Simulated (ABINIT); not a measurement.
# A GW chain in ABINIT: AlN (P6_3mc)

How does a plane-wave GW calculation on AlN (P6_3mc) run from the first input to the gap?

Main program and level: ABINIT 10.8.3; LDA and many-body steps on it, plane waves.

The database entry behind the starting cell differs from later determinations by our own check (inner coordinate u about 0.002 short), so it need not match the best structure at ambient conditions.

## Step 1: The starting structure

Symmetry: P6_3mc, No. 186, hexagonal system. The conventional cell has a = 3.113 Å, b = 3.113 Å, c = 4.981 Å, α = 90.00°, β = 90.00°, γ = 120.00°. Nearest to Al lie 4 N at 1.89 Å. Nearest to N lie 4 Al at 1.89 Å. Farther neighbours and most contacts between anions are not listed.

The cell and positions come from the Crystallography Open Database and are kept as given unless a step says otherwise.

## Step 2: Ground state

This step: ABINIT 10.8.3; DFT, LDA, plane waves, norm-conserving pseudopotentials.

The ground-state density comes first.

run.abi

```
acell 3*1.0 Angstrom
rprim 
  3.113000000011 -0.000000000003 0.000000000000
  -1.556500000003 2.695937081992 0.000000000000
  0.000000000000 0.000000000000 4.981000000000
ntypat 2
znucl 13 7
natom 4
typat 1 1 2 2
xred 
  0.333333333333 0.666666666667 0.000000000000
  0.666666666667 0.333333333333 0.500000000000
  0.333333333333 0.666666666667 0.380000000000
  0.666666666667 0.333333333333 0.880000000000
pp_dirpath "pseudos"
pseudos "Al.upf, N.upf"
ecut 36
ngkpt 6 6 4
nshiftk 1
shiftk 0 0 0
kptopt 1
chksymbreak 0
nband 14
occopt 1
tolvrs 1e-10
nstep 60
prtwf 0
optforces 0
optstress 0
indata_prefix "in"
outdata_prefix "out"
tmpdata_prefix "tmp"
```

Started as:

```bash
$ OMP_NUM_THREADS=1 mpirun -n 4 abinit run.abi > log
```

Numbers of over 12 decimals in the logs are rounded to 6 here.

Output:

```text
.Version 10.8.3 of ABINIT. v10.8.2 released Aug 2026.

 Symmetries : space group P6_3 m c (#186); Bravais hP (primitive hexag.)
================================================================================
 Values of the parameters that define the memory need of the present run
     intxc =       0    ionmov =       0      iscf =       7    lmnmax =       6
     lnmax =       6     mgfft =      54  mpssoang =       3    mqgrid =    3001
     natom =       4  nloc_mem =       1    nspden =       1   nspinor =       1
    nsppol =       1      nsym =      12    n1xccc =    2501    ntypat =       2
    occopt =       1   xclevel =       1
-    mband =          14        mffmem =           1         mkmem =           6
       mpw =        2934          nfft =       55296          nkpt =          21
================================================================================
  Rough estimation (10% accuracy) of disk space for files :
================================================================================

--------------------------------------------------------------------------------
------------- Echo of variables that govern the present computation ------------
--------------------------------------------------------------------------------
 -outvars: echo values of preprocessed input variables --------
            acell      1.8897261259E+00  1.8897261259E+00  1.8897261259E+00 Bohr

      chksymbreak           0
             ecut      3.60000000E+01 Hartree
-          fftalg         312

              ixc       -1012
              kpt      0.00000000E+00  0.00000000E+00  0.00000000E+00
                       1.66666667E-01  0.00000000E+00  0.00000000E+00
                       3.33333333E-01  0.00000000E+00  0.00000000E+00
                       5.00000000E-01  0.00000000E+00  0.00000000E+00
                       1.66666667E-01  1.66666667E-01  0.00000000E+00
                       3.33333333E-01  1.66666667E-01  0.00000000E+00
                       3.33333333E-01  3.33333333E-01  0.00000000E+00
                       0.00000000E+00  0.00000000E+00  2.50000000E-01
                       1.66666667E-01  0.00000000E+00  2.50000000E-01
   [... 10 further rows ...]
                       3.33333333E-01  1.66666667E-01  5.00000000E-01
                       3.33333333E-01  3.33333333E-01  5.00000000E-01
         kptrlatt        6    0    0      0    6    0      0    0    4
          kptrlen      3.52963046E+01
P           mkmem           6
            natom           4
            nband          14
            ngfft          32      32      54
             nkpt          21
            nstep          60
             nsym          12
           ntypat           2
              occ      2.000000  2.000000  2.000000  2.000000  2.000000  2.000000
                       2.000000  2.000000  0.000000  0.000000  0.000000  0.000000
                       0.000000  0.000000
        optforces           0
        optstress           0
            prtwf           0
            rprim      3.1130000000E+00 -3.0000000000E-12  0.0000000000E+00
[...]
spgroup         186

           tolvrs      1.00000000E-10

             xred      3.3333333333E-01  6.6666666667E-01  1.1102230246E-16
[...]
znucl       13.00000    7.00000

================================================================================

 chkinp: Checking input parameters for consistency.

================================================================================
== DATASET  1 ==================================================================
-   mpi_nproc: 4, omp_nthreads: 1 (-1 if OMP is not activated)

--- !DatasetInfo
iteration_state: {dtset: 1, }
dimensions: {natom: 4, nkpt: 21, mband: 14, nsppol: 1, nspinor: 1, nspden: 1, mpw: 2934, }
cutoff_energies: {ecut:  36.0, pawecutdg:  -1.0, }
electrons: {nelect:   1.60000000E+01, charge:   0.00000000E+00, occopt:   1.00000000E+00, tsmear:   1.00000000E-02, }

 Real(R)+Recip(G) space primitive vectors, cartesian coordinates (Bohr,Bohr^-1):
 R(1)=  5.8827174  0.0000000  0.0000000  G(1)=  0.1699895  0.0981435  0.0000000
 R(2)= -2.9413587  5.0945827  0.0000000  G(2)=  0.0000000  0.1962869  0.0000000
 R(3)=  0.0000000  0.0000000  9.4127258  G(3)=  0.0000000  0.0000000  0.1062392
 Unit cell volume ucvol=  2.8209931E+02 bohr^3
 Angles (23,13,12)=  9.00000000E+01  9.00000000E+01  1.20000000E+02 degrees

 getcut: wavevector=  0.0000  0.0000  0.0000  ngfft=  32  32  54
         ecut(hartree)=     36.000   => boxcut(ratio)=   2.01398

--- Pseudopotential description ------------------------------------------------
- Al Generated using ONCVPSP code by D. R. Hamann
- 13.00000   3.00000  180309                  znucl, zion, pspdat
12 -1012 2 -1 1854                            pspcod,pspxc,lmax,lloc,mmax
     nproj     2     2     2
  pspatm : epsatm=    0.57439143
         --- l  ekb(1:nproj) -->
[...]
pspatm: atomic psp has been read  and splines computed

- N Generated using ONCVPSP code by D. R. Hamann
-  7.00000   5.00000  180309                  znucl, zion, pspdat
12 -1012 1 -1 1058                            pspcod,pspxc,lmax,lloc,mmax
     nproj     2     2     0
  pspatm : epsatm=    5.30777321
         --- l  ekb(1:nproj) -->
[...]
pspatm: atomic psp has been read  and splines computed

   1.88229268E+02                                ecore*ucvol(ha*bohr**3)
--------------------------------------------------------------------------------

_setup2: Arith. and geom. avg. npw (full set) are    2910.285    2910.260

================================================================================

--- !BeginCycle
iteration_state: {dtset: 1, }
solver: {iscf: 7, nstep: 60, nline: 4, wfoptalg: 0, }
tolerances: {tolvrs: 1.00E-10, }

     iter   Etot(hartree)      deltaE(h)  residm     vres2
 ETOT  1  -25.360049001870    -2.536E+01 5.573E-02 9.227E+02
 ETOT  2  -25.419467492625    -5.942E-02 1.610E-02 7.435E+02
 ETOT  3  -25.684981279308    -2.655E-01 1.357E-02 2.073E+00
 ETOT  4  -25.686120860242    -1.140E-03 7.821E-03 9.918E-02
 ETOT  5  -25.686147307159    -2.645E-05 3.235E-03 8.794E-04
 ETOT  6  -25.686147472856    -1.657E-07 2.204E-03 1.237E-04
 ETOT  7  -25.686147526854    -5.400E-08 2.652E-03 8.548E-07
 ETOT  8  -25.686147527106    -2.524E-10 2.193E-03 6.702E-08
 ETOT  9  -25.686147527133    -2.737E-11 1.592E-03 1.788E-09
 ETOT 10  -25.686147527134    -1.069E-12 1.031E-03 1.815E-11

 At SCF step   10       vres2   =  1.81E-11 < tolvrs=  1.00E-10 =>converged.

--- !ResultsGS
iteration_state: {dtset: 1, }
comment   : Summary of ground state results
lattice_vectors:
- [  5.8827174,  -0.0000000,   0.0000000, ]
- [ -2.9413587,   5.0945827,   0.0000000, ]
- [  0.0000000,   0.0000000,   9.4127258, ]
lattice_lengths: [   5.88272,    5.88272,    9.41273, ]
lattice_angles: [ 90.000,  90.000, 120.000, ] # degrees, (23, 13, 12)
lattice_volume:   2.8209931E+02
convergence: {deltae: -1.069E-12, res2:  1.815E-11, residm:  1.031E-03, diffor:  0.000E+00, }
etotal    :  -2.56861475E+01
entropy   :   0.00000000E+00
fermie    :   2.07969323E-01
cartesian_stress_tensor: null
pressure_GPa: null
xred      :
- [  3.3333E-01,   6.6667E-01,   1.1102E-16, Al]
- [  6.6667E-01,   3.3333E-01,   5.0000E-01, Al]
- [  3.3333E-01,   6.6667E-01,   3.8000E-01,  N]
- [  6.6667E-01,   3.3333E-01,   8.8000E-01,  N]
cartesian_forces: null
force_length_stats: {min: null, max: null, mean: null, }

 Integrated electronic density in atomic spheres:
 ------------------------------------------------
 Atom  Sphere_radius  Integrated_density
[...]
4        2.00000          5.34572500
================================================================================

 ----iterations are completed or convergence reached----

 Mean square residual over all n,k,spin=   55.697E-07; max=  10.310E-04
 reduced coordinates (array xred) for    4 atoms
       0.333333333333      0.666666666667      0.000000000000
       0.666666666667      0.333333333333      0.500000000000
       0.333333333333      0.666666666667      0.380000000000
       0.666666666667      0.333333333333      0.880000000000
 rms dE/dt=  0.0000E+00; max dE/dt=  0.0000E+00; dE/dt below (all hartree)
    1       0.000000000000      0.000000000000      0.000000000000
    2       0.000000000000      0.000000000000      0.000000000000
    3       0.000000000000      0.000000000000      0.000000000000
    4       0.000000000000      0.000000000000      0.000000000000

 cartesian coordinates (angstrom) at end:
    1      1.67e-12     1.797291     0.000000
    2      1.556500     0.898646     2.490500
    3      1.67e-12     1.797291     1.892780
    4      1.556500     0.898646     4.383280
 length scales=  1.889726125908  1.889726125908  1.889726125908 bohr
              =  1.000000000000  1.000000000000  1.000000000000 angstroms
 prteigrs : about to open file out_EIG
 Fermi (or HOMO) energy (hartree) =   0.20797   Average Vxc (hartree)=  -0.40307
 Eigenvalues (hartree) for nkpt=  21  k points:
 kpt#   1, nband= 14, wtk=  0.00694, kpt=  0.0000  0.0000  0.0000 (reduced coord)
  -0.34284   -0.26113   -0.01340    0.17723    0.17723    0.20143    0.20143    0.20797
   0.36434    0.44914    0.59278    0.61208    0.61208    0.68432
 prteigrs : prtvol=0 or 1, do not print more k-points.

--- !EnergyTerms
iteration_state     : {dtset: 1, }
comment             : Components of total free energy in Hartree
kinetic             :  1.63935807916451E+01
hartree             :  5.61716888740043E+00
xc                  : -8.49234516615847E+00
Ewald energy        : -2.17432241271520E+01
psp_core            :  6.67244707056834E-01
local_psp           : -1.66983499131039E+01
non_local_psp       : -1.43022270682249E+00
total_energy        : -2.56861475271344E+01
total_energy_eV     : -6.98955681532103E+02
band_energy         :  2.79891230043073E-01

== END DATASET(S) ==============================================================
================================================================================

 -outvars: echo values of variables after computation  --------
           etotal     -2.5686147527E+01
            nband          14
             nkpt          21
          spgroup         186
 [... the other variables as echoed above ...]

 Calculation completed.
```

Run time: 7.3 s. Hardware: 4 MPI ranks of Arm Neoverse V2, shared host; peak memory 0.28 GiB.

This step gave:

```yaml
total_energy: -698.9557 eV
gap: 4.255 eV
k_of_the_valence_top: 0, 0, 0
k_of_the_conduction_bottom: 0, 0, 0
least_direct_gap: 4.255 eV
```

The gap is direct, at Γ.

[end of part 1 of 3]

[Paths, hosts, dates, memory and timing lines, banners, echoed tables and standing remarks are left out of the program output.]

[Logs are printed without paths, hosts, clocks, repeated set-up lines and the standing remarks that a program may print on its own settings, such as how far it seeks lower states.]

[Runs of the session that timed out or met a known fault of the program may be left out.]

[Hosts, paths, dates, database ids (printed as entryN), source tags and the programs' standing remarks are cut or masked in the printed files.]

[G0W0 gaps are taken among the corrected bands and points alone; a level outside them can change the order at an edge.]

[Where Ansatz stands beside ABINIT at settings called matched, ABINIT's density can come from a denser mesh and the files from another edition; pairs whose starting gaps differed by over 0.03 eV were left out, so agreement reads better than it is.]
